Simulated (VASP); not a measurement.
# Hf (P6_3/mmc) in VASP: further runs

One crystal, Hf, is run at these levels: r2SCAN; tasks: relaxation of cell and atoms, relaxation of shape and atoms at fixed volume.

All numbers are computed with VASP 6.6.1; they aren't measurements. Logs are shortened: lines on timing, memory, paths and dates and some standing lists are left out, and cuts for length are marked.

### Step 1. Starting point

Symmetry: P6_3/mmc, No. 194, hexagonal system. The conventional cell has a = 3.197 Å, b = 3.197 Å, c = 5.058 Å, α = 90.00°, β = 90.00°, γ = 120.00°. Hf (site symmetry -6m2) has 12 Hf at 3.13 to 3.20 Å as nearest neighbours.

### Step 2. Relaxation of cell and atoms, r2SCAN

File INCAR:

```
ALGO = Normal
EDIFF = 1E-6
EDIFFG = -0.01
ENCUT = 600
IBRION = 2
ISIF = 3
ISMEAR = 1
LASPH = T
LCHARG = F
LMIXTAU = T
LREAL = F
LWAVE = F
METAGGA = R2SCAN
NELM = 80
NSW = 90
PREC = Accurate
SIGMA = 0.1
```

File KPOINTS:

```
k-points
0
Gamma
  15 15 7
```

File POSCAR:

```
Hf
1.0
    3.1967000000      0.0000000000      0.0000000000
   -1.5983500000      2.7684234083      0.0000000000
    0.0000000000      0.0000000000      5.0578000000
Hf
2
Direct
    0.3333333333      0.6666666667      0.2500000000
    0.6666666667      0.3333333333      0.7500000000
```

Potentials or basis: VASP PAW PBE potentials, release 64 (Hf_pv).

Run with:

```sh
$ cat potpaw_PBE.64/Hf_pv/POTCAR > POTCAR
$ mpirun -np 1 vasp_std > vasp.out
```

OUTCAR:

```text
EDIFF = 1E-6
   EDIFFG = -0.01
   ENCUT = 600
   IBRION = 2
   ISIF = 3
   ISMEAR = 1
   LASPH = T
   LREAL = F
   METAGGA = R2SCAN
   NELM = 80
   NSW = 90
   PREC = Accurate

 ion  position               nearest neighbor table
   1  0.333  0.667  0.250-   2 3.13   2 3.13   2 3.13   2 3.13   2 3.13   2 3.13
   2  0.667  0.333  0.750-   1 3.13   1 3.13   1 3.13   1 3.13   1 3.13   1 3.13

  LATTYP: Found a hexagonal cell.
 ALAT       =     3.1967000000
 C/A-ratio  =     1.5821941377

  Lattice vectors:

 A1 = (   3.1967000000,   0.0000000000,   0.0000000000)
 A2 = (  -1.5983500000,   2.7684234083,   0.0000000000)
 A3 = (   0.0000000000,   0.0000000000,   5.0578000000)

Analysis of symmetry for initial positions (statically):
=====================================================================
 Subroutine PRICEL returns:
 Original cell was already a primitive cell.

 Routine SETGRP: Setting up the symmetry group for a
 hexagonal supercell.

 Subroutine GETGRP returns: Found 24 space group operations
 (whereof 12 operations were pure point group operations)
 out of a pool of 24 trial point group operations.

The static configuration has the point symmetry D_3d.
 The point group associated with its full space group is D_6h.

Analysis of symmetry for dynamics (positions and initial velocities):
=====================================================================
 Subroutine PRICEL returns:
 Original cell was already a primitive cell.

 Routine SETGRP: Setting up the symmetry group for a
 hexagonal supercell.

 Subroutine GETGRP returns: Found 24 space group operations
 (whereof 12 operations were pure point group operations)
 out of a pool of 24 trial point group operations.

The dynamic configuration has the point symmetry D_3d.
 The point group associated with its full space group is D_6h.

 Subroutine INISYM returns: Found 24 space group operations
 (whereof 12 operations are pure point group operations),
 and found     1 'primitive' translations

----------------------------------------------------------------------------------------

                                     Primitive cell

  volume of cell :      44.7606

  direct lattice vectors                    reciprocal lattice vectors
     3.196700000  0.000000000  0.000000000     0.312822598  0.180608211  0.000000000
    -1.598350000  2.768423408  0.000000000     0.000000000  0.361216423  0.000000000
     0.000000000  0.000000000  5.057800000     0.000000000  0.000000000  0.197714421

  length of vectors
     3.196700000  3.196700000  5.057800000     0.361216423  0.361216423  0.197714421

  position of ions in fractional coordinates (direct lattice)
     0.333333333  0.666666667  0.250000000
     0.666666667  0.333333333  0.750000000

  ion indices of the primitive-cell ions
   primitive index   ion index
                 1           1
                 2           2

----------------------------------------------------------------------------------------

 KPOINTS: k-points

Automatic generation of k-mesh.
 Grid dimensions read from file:
 generate k-points for:   15   15    7

 Generating k-lattice:

  Cartesian coordinates                     Fractional coordinates (reciprocal lattice)
     0.020854840  0.012040547  0.000000000     0.066666667  0.000000000  0.000000000
     0.000000000  0.024081095  0.000000000     0.000000000  0.066666667  0.000000000
     0.000000000  0.000000000  0.028244917     0.000000000  0.000000000  0.142857143

  Length of vectors
     0.024081095  0.024081095  0.028244917

  Shift w.r.t. Gamma in fractional coordinates (k-lattice)
     0.000000000  0.000000000  0.000000000

 Subroutine IBZKPT returns following result:
 ===========================================

 Found    108 irreducible k-points:

 Following reciprocal coordinates:
            Coordinates               Weight
  0.000000  0.000000  0.000000      1.000000
  0.066667 -0.000000  0.000000      6.000000
  0.133333 -0.000000  0.000000      6.000000
  0.200000  0.000000  0.000000      6.000000
  0.266667 -0.000000  0.000000      6.000000
  0.333333 -0.000000  0.000000      6.000000
[... 16 lines left out ...]
  0.333333  0.200000  0.000000     12.000000
  0.400000  0.200000  0.000000      6.000000
 [... further k-points ...]
   k-points           NKPTS =    108   k-points in BZ     NKDIM =    108   number of bands    NBANDS=     14
   number of dos      NEDOS =    301   number of ions     NIONS =      2
   total plane-waves  NPLWV =  31360
   dimension x,y,z NGX =    28 NGY =   28 NGZ =   40
   dimension x,y,z NGXF=    56 NGYF=   56 NGZF=   80
   ions per type =               2
   NGX,Y,Z   is equivalent  to a cutoff of  14.56, 14.56, 13.15 a.u.
   NGXF,Y,Z  is equivalent  to a cutoff of  29.12, 29.12, 26.30 a.u.
 SYSTEM =  unknown system
   PREC   = accura    normal or accurate (medium, high low for compatibility)
   ISTART =      0    job   : 0-new  1-cont  2-samecut
   ICHARG =      2    charge: 1-file 2-atom 10-const
   ISPIN  =      1    spin polarized calculation?
   LNONCOLLINEAR =      F non collinear calculations
   LSORBIT =      F    spin-orbit coupling
   LASPH  =      T    aspherical Exc in radial PAW
   ENCUT  =  600.0 eV  44.10 Ry    6.64 a.u.   6.38  6.38 10.10*2*pi/ulx,y,z
   NELM   =     80;   NELMIN=  2; NELMDL= -5     # of ELM steps
   EDIFF  = 0.1E-05   stopping-criterion for ELM
   LREAL  =      F    real-space projection
   EDIFFG = -.1E-01   stopping-criterion for IOM
   NSW    =     90    number of steps for IOM
   IBRION =      2    ionic relax: 0-MD 1-quasi-New 2-CG
   NFREE  =      1    steps in history (QN), initial steepest desc. (CG)
   ISIF   =      3    stress and relaxation
   ISYM   =      2    0-nonsym 1-usesym 2-fastsym
   POTIM  = 0.5000    time-step for ionic-motion
   TEBEG  =    0.0;   TEEND  =   0.0 temperature during run
   PSTRESS=    0.0 pullay stress
   NELECT =      20.0000    total number of electrons
   NUPDOWN=      -1.0000    fix difference up-down
   EMIN   =  10.00;   EMAX   =-10.00  energy-range for DOS
   EFERMI =   0.00;   METHOD = LEGACY
   ISMEAR =     1;   SIGMA  =   0.10  broadening in eV -4-tet -1-fermi 0-gaus
   EFERMI_NEDOS =   21; number of points for ismear=-14 and -15
   IALGO  =     38    algorithm
   IMIX   =      4    mixing-type and parameters
     AMIX     =   0.40;   BMIX     =  1.00
     AMIX_MAG =   1.60;   BMIX_MAG =  1.00
  volume/ion in A,a.u.               =      22.38       151.03
  Fermi-wavevector in a.u.,A,eV,Ry     =   1.251563  2.365112 21.312311  1.566411
  Thomas-Fermi vector in A             =   2.385505
   LORBIT       =      0    0 simple, 1 ext, 2 COOP (PROOUT), +10 PAW based schemes
   METAGGA = R2SCAN    functional components
   LHFCALC =     F    Hartree Fock is set to
   AEXX    =    0.0000 exact exchange contribution
   IVDW    =     0    specifies the selected vdW correction
   LEPSILON=     F    determine dielectric tensor
   LRPA    =     F    only Hartree local field effects (RPA)
 conjugate gradient relaxation of ions
 non-spin polarized calculation
 Methfessel and Paxton  Order N= 1 SIGMA  =   0.10
  energy-cutoff  :      600.00
  volume of cell :       44.76
 maximum number of plane-waves:      1513
 NGX is ok and might be reduce to    28
   NGX = 13   NGY = 13   NGZ = 21

--------------------------------------- Ionic step        1  -------------------------------------------

 number of electron      20.0000001 magnetization

 Free energy of the ion-electron system (eV)
  ---------------------------------------------------
  ext. energy  EPLUGINS =         0.00000000
  ---------------------------------------------------
  free energy    TOTEN  =       -90.30043803 eV

  energy without entropy =      -90.29992741  energy(sigma->0) =      -90.30026782

------------------------ aborting loop because EDIFF is reached ----------------------------------------

  FORCE on cell =-STRESS in cart. coord.  units (eV):
  Direction    XX          YY          ZZ          XY          YZ          ZX
  --------------------------------------------------------------------------------------
  -------------------------------------------------------------------------------------
  Total       -0.1514668     -0.1514668     -0.2693933      0.0000000      0.0000000     -0.0000000
  in kB       -5.4216553     -5.4216553     -9.6427594      0.0000000      0.0000000     -0.0000000
  external PRESSURE =      -6.8286900 kB  Pullay stress =       0.0000000 kB

 VOLUME and BASIS-vectors are now :
 -----------------------------------------------------------------------------
  energy-cutoff  :      600.00
  volume of cell :       44.76
      direct lattice vectors                 reciprocal lattice vectors
     3.196700000  0.000000000  0.000000000     0.312822598  0.180608211  0.000000000
    -1.598350000  2.768423408  0.000000000     0.000000000  0.361216423  0.000000000
     0.000000000  0.000000000  5.057800000     0.000000000  0.000000000  0.197714421
[... 181 lines left out ...]
 POSITION                                       TOTAL-FORCE (eV/Angst)
 -----------------------------------------------------------------------------------
     -0.00000      1.84223      1.26032        -0.000000      0.000000      0.000000
      1.59541      0.92111      3.78096         0.000000     -0.000000      0.000000
 -----------------------------------------------------------------------------------
    total drift:                               -0.000000      0.000000     -0.000000

  FREE ENERGIE OF THE ION-ELECTRON SYSTEM (eV)
  ---------------------------------------------------
  free  energy   TOTEN  =       -90.3011264850 eV

  energy  without entropy=      -90.3006781409  energy(sigma->0) =      -90.30097704

--------------------------------------- Ionic step        7  -------------------------------------------

 number of electron      20.0000000 magnetization

 Free energy of the ion-electron system (eV)
  ---------------------------------------------------
  ext. energy  EPLUGINS =         0.00000000
  ---------------------------------------------------
  free energy    TOTEN  =       -90.30120418 eV

  energy without entropy =      -90.30083002  energy(sigma->0) =      -90.30107946

 E-fermi :   4.8792     XC(G=0): -12.1856

 val. band max:        4.8785324004   @ k =   0.3333   0.2000   0.4286
 cond. band min:       4.9175004067   @ k =   0.0667  -0.0000   0.1429
 fundamental gap:      0.0389680064
 Fermi energy:         4.8791768849

 k-point     1 :       0.0000    0.0000    0.0000
  band No.  band energies     occupation
      1     -27.3735      2.00000
      2     -26.5859      2.00000
      3     -26.5859      2.00000
      4     -26.4543      2.00000
      5     -26.4521      2.00000
      6     -26.4521      2.00000
      7      -2.8991      2.00000
      8       1.0188      2.00000
      9       5.3313     -0.00000
     10       6.2028     -0.00000
     11       6.2028     -0.00000
     12       6.5492     -0.00000
     13       7.0922      0.00000
     14       7.0922      0.00000

 k-point     2 :       0.0667   -0.0000    0.0000
  band No.  band energies     occupation
      1     -27.3612      2.00000
      2     -26.6117      2.00000
      3     -26.5946      2.00000
      4     -26.4794      2.00000
      5     -26.4599      2.00000
      6     -26.4554      2.00000
      7      -2.7587      2.00000
      8       1.1543      2.00000
      9       5.1631     -0.00045
     10       5.8207     -0.00000
[... 362 lines left out ...]
 k-point    24 :       0.4000    0.2000    0.0000
  band No.  band energies     occupation
      1     -27.1219      2.00000
      2     -26.9698      2.00000
      3     -26.9220      2.00000
      4     -26.8752      2.00000
      5     -26.7376      2.00000
      6     -26.6763      2.00000
      7       2.1347      2.00000
      8       2.6302      2.00000
      9       2.7796      2.00000
     10       3.4525      2.00000
     11       5.3821     -0.00000
     12       5.5964     -0.00000
     13       6.9273      0.00000
     14      10.2647      0.00000

 [... further k-points ...]

------------------------ aborting loop because EDIFF is reached ----------------------------------------

  FORCE on cell =-STRESS in cart. coord.  units (eV):
  Direction    XX          YY          ZZ          XY          YZ          ZX
  --------------------------------------------------------------------------------------
  -------------------------------------------------------------------------------------
  Total        0.0157691      0.0157691     -0.0020706      0.0000000      0.0000000      0.0000000
  in kB        0.5682787      0.5682787     -0.0746203      0.0000000      0.0000000      0.0000000
  external PRESSURE =       0.3539790 kB  Pullay stress =       0.0000000 kB

 VOLUME and BASIS-vectors are now :
 -----------------------------------------------------------------------------
  energy-cutoff  :      600.00
  volume of cell :       44.46
      direct lattice vectors                 reciprocal lattice vectors
     3.193239232  0.000000000 -0.000000000     0.313161629  0.180803951 -0.000000000
    -1.596619616  2.765426296 -0.000000000     0.000000000  0.361607902  0.000000000
     0.000000000  0.000000000  5.034569001     0.000000000  0.000000000  0.198626734

 POSITION                                       TOTAL-FORCE (eV/Angst)
 -----------------------------------------------------------------------------------
     -0.00000      1.84362      1.25864        -0.000000      0.000000     -0.000000
      1.59662      0.92181      3.77593         0.000000     -0.000000      0.000000
 -----------------------------------------------------------------------------------
    total drift:                               -0.000000      0.000000     -0.000000

  FREE ENERGIE OF THE ION-ELECTRON SYSTEM (eV)
  ---------------------------------------------------
  free  energy   TOTEN  =       -90.3012041801 eV

  energy  without entropy=      -90.3008300188  energy(sigma->0) =      -90.30107946

 reached required accuracy - stopping structural energy minimisation
```

It took 12 min on 1 thread of Intel Xeon 6975P-C (Granite Rapids), shared host; peak memory 0.25 GiB.

Results:

```
Free energy                            : -90.3012 eV
Relaxed volume                         : 22.23 Å³/atom
Relaxed cell                           : a = 3.193 Å, b = 3.193 Å, c = 5.035 Å, α = 90.00°, β = 90.00°, γ = 120.00°
Space group after relaxing (to 0.05 Å) : P6_3/mmc (No. 194)
Energy gained by relaxing              : 0.4 meV/atom
Ionic steps                            : 7
Pressure after relaxing                : 0.0 GPa
Band gap on the k mesh                 : none (metal or under the smearing width)
```

Step by step:
```tsv
step	energy change (eV)	largest force (eV/Å)	pressure (GPa)	volume (Å³)
1	0.0000	0.0000	-0.68	44.76
2	0.0001	0.0000	0.83	44.15
3	-0.0007	0.0000	0.03	44.46
4	-0.0007	0.0000	0.03	44.46
5	-0.0005	0.0000	0.43	44.30
6	-0.0007	0.0000	0.07	44.45
7	-0.0008	0.0000	0.04	44.46
```

Final structure:
```cif
data_structure
_symmetry_space_group_name_H-M 'P 1'
_symmetry_Int_Tables_number 1
_cell_length_a 3.1932
_cell_length_b 3.1932
_cell_length_c 5.0346
_cell_angle_alpha 90.000
_cell_angle_beta 90.000
_cell_angle_gamma 120.000
_cell_volume 44.46
loop_
_atom_site_label
_atom_site_type_symbol
_atom_site_fract_x
_atom_site_fract_y
_atom_site_fract_z
_atom_site_occupancy
Hf1 Hf 0.33333 0.66667 0.25000 1
Hf2 Hf 0.66667 0.33333 0.75000 1
```

Caveat: the PAW data sets were made with another functional, which shifts forces and pressure a little.

[end of part 1 of 2]
